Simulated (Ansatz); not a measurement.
# BN: the cost of one run

Program: Ansatz 0.2.0. Level of theory: DFT LDA, scalar-relativistic, plane waves, PAW. These are calculated values, not measurements.

5 further runs of the same task are left out: 1 that didn't finish, 4 set aside as unsound or not needed.

**1. The structure to begin with**

The structure is trigonal, space group R3m (No. 160). The conventional cell has a = 2.489 Å, b = 2.489 Å, c = 9.669 Å, α = 90.00°, β = 90.00°, γ = 120.00°. B (site symmetry 3m) is surrounded by 3 N at 1.44 Å. Around N (site symmetry 3m) lie 3 B at 1.44 Å.

As a file:

```cif
data_structure
_symmetry_space_group_name_H-M 'P 1'
_symmetry_Int_Tables_number 1
_cell_length_a 2.4886
_cell_length_b 2.4886
_cell_length_c 3.5285
_cell_angle_alpha 90.018
_cell_angle_beta 110.629
_cell_angle_gamma 120.000
_cell_volume 17.29
loop_
_atom_site_label
_atom_site_type_symbol
_atom_site_fract_x
_atom_site_fract_y
_atom_site_fract_z
_atom_site_occupancy
B1 B 0.99112 0.99147 0.99398 1
N1 N 0.65702 0.32442 0.99283 1
```

It goes back to an entry of the Materials Project, which need not be the stable form.

This cell was relaxed beforehand with the same method: volume 8.64 Å³/atom, gap on the mesh 4.03 eV.

**2. Phonons at the zone centre**

input.yaml

```yaml
crystal:
  lattice:
    - [2.4793867616, 0.0024518137, -0.2383816195]
    - [-1.230364931, 2.1525709185, 0.2383927406]
    - [-0.9195613679, -0.9065218971, 3.4406464226]
  atoms:
    - { symbol: B, position: [0.9909532542, 0.9913813991, -0.0062793467] }
    - { symbol: "N", position: [0.6571957458, 0.3245026009, 0.9930843467] }
basis:
  ecutwfc: 420
kpoints:
  mp_grid: { grid: [12, 12, 12] }
hamiltonian:
  xc: lda
scf:
  occupations: { method: fixed }
output:
  eigenvalues: true
phonons:
  method: dfpt
  dielectric: true
  rigid_motions: translations
  eigenvectors: true
```

Command:

```bash
> ansatz run input.yaml --threads 1 --pin off --max-ram 3072MiB --backend cpu --events-out ev --progress --plain --runs-dir out
```

**Question.** How long does this run take on 1 thread of Intel Xeon Platinum 8488C (Sapphire Rapids), shared host, and how much memory does it need?

About 58 s, with a peak of 0.72 GiB.
